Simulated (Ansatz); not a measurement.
## What a trial cell of H2Se relaxes into

The calculation used Ansatz 0.2.0, DFT PBE, scalar-relativistic, plane waves, PAW. Cutoff 420 eV, Γ-centred k mesh, Gaussian smearing, no spin polarisation in the final step.

H2Se was placed on the sites of a reported VAu2 cell (Cmcm, No. 63), with Se in place of V, H in place of Au, at a guessed volume.

```
H Se
1.0
     4.42693   -2.51044    0.00000
     4.42693    2.51044    0.00000
     0.00000    0.00000    4.88935
H Se
4 2
Cartesian
  5.9321 -1.1046 1.2223
  2.9218 -1.1046 1.2223
  5.9321 1.1046 3.6670
  2.9218 1.1046 3.6670
  4.4269 -1.4058 3.6670
  4.4269 1.4058 1.2223
```

Cell and atoms relax at zero pressure; the relaxation can't lower the symmetry of the start. After a coarse first stage the cell is made exact in the group found at 0.06 Å.

Energies over the elements count from the elements' standard structures at the same level (H₂ as a molecule), with no empirical corrections.

(1) Which crystal results?

(2) What are its volume, energy, density and gap?

## Answers

(1) It keeps Cmcm (No. 63), but not the shape of the type it started on. Conventional cell: a = 6.635 Å, b = 7.816 Å, c = 5.775 Å. Around H lie 1 Se at 1.48 Å; around Se lie 2 H at 1.48 Å.

Space group Cmcm (No. 63). a = 6.635 Å, b = 7.816 Å, c = 5.775 Å, α = 90.00°, β = 90.00°, γ = 90.00°
```tsv
atom	site	symmetry	x	y	z
H	8g	..m	0.3411	0.1098	0.2500
Se	4c	m2m	0.5000	0.7577	0.7500
```

(2) The volume per atom is 25.0 Å³ and the density is 1.8 g/cm³. The energy over the elements is 0.027 eV/atom and the gap on the 6×6×4 mesh is 2.78 eV.

The final run used a 6×6×4 mesh on its 6-atom cell and 0.02 eV smearing. No dispersion correction is applied, so the spacing between layers, chains or molecules is poorly fixed, and with it the volume and density. Symmetry constrained the relaxation, so the result can be a saddle point. The steps took about 50 core-seconds in all.